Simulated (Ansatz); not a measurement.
# Be: projected density of states with HSE03

Be:

```
CELL_PARAMETERS angstrom
2.18997 0.00000 0.00000
-1.09498 1.89657 0.00000
0.00000 0.00000 3.43468
ATOMIC_POSITIONS crystal
Be 0.66667 0.33333 0.75000
Be 0.33333 0.66667 0.25000
```

The cell isn't the ideal one: volume scaled by 0.88.

```
Program             : Ansatz 0.2.0
Task                : projected density of states
Functional          : HSE03
Potentials or basis : PseudoDojo LDA
Cutoff              : 1197 eV
Density cutoff      : 4789 eV
k mesh              : 9 × 9 × 5
Occupations         : fermi-dirac, width 0.1 eV
Spin                : no spin polarisation
Driver              : chain
```

```json
{
 "Pressure": "15.7 GPa",
 "Largest force": "0.015 eV/Å"
}
```

Forces on the atoms (eV/Å):
```
Be   0.013 -0.007  0.000
Be  -0.013  0.007  0.000
```

Stress tensor (GPa, compression positive):
```
12.45  1.57  0.00
 1.57 14.26  0.00
 0.00  0.00 20.52
```

Levels at points of the mesh, in eV from the Fermi level:
| k point | band 3 | band 4 | band 5 | band 6 | band 7 | band 8 |
| --- | --- | --- | --- | --- | --- | --- |
| (-0.50, -0.50, -0.50) | -4.47 | -4.47 | 2.14 | 2.14 | 13.90 | 13.90 |

States per cell in windows of 0.5 eV (zero at the Fermi level; states under -8 eV left out):
```csv
from (eV),total,Be 2s
-8.0,0.17,0.15
-7.5,0.18,0.15
-7.0,0.20,0.16
-6.5,0.24,0.17
-6.0,0.24,0.15
-5.5,0.23,0.13
-5.0,0.22,0.11
-4.5,0.22,0.09
-4.0,0.22,0.08
-3.5,0.22,0.08
-3.0,0.22,0.07
-2.5,0.20,0.06
-2.0,0.17,0.04
-1.5,0.09,0.02
-1.0,0.04,0.01
-0.5,0.01,0.00
0.0,0.03,0.00
0.5,0.04,0.01
1.0,0.06,0.01
1.5,0.11,0.02
2.0,0.36,0.11
2.5,0.47,0.16
3.0,0.26,0.08
3.5,0.20,0.05
4.0,0.19,0.04
4.5,0.21,0.04
5.0,0.23,0.04
5.5,0.22,0.03
6.0,0.19,0.02
6.5,0.20,0.03
7.0,0.27,0.05
7.5,0.29,0.06
```

Run time: 63 s on 2 threads of Arm Neoverse V1, with other jobs on the host, peak memory 1.8 GiB.

Caveat: the k mesh is coarse (spacing up to 0.37 Å⁻¹), so the values aren't converged, least of all with exact exchange; the potentials were made for another functional, which shifts forces and pressure; the thresholds are loose for stress.
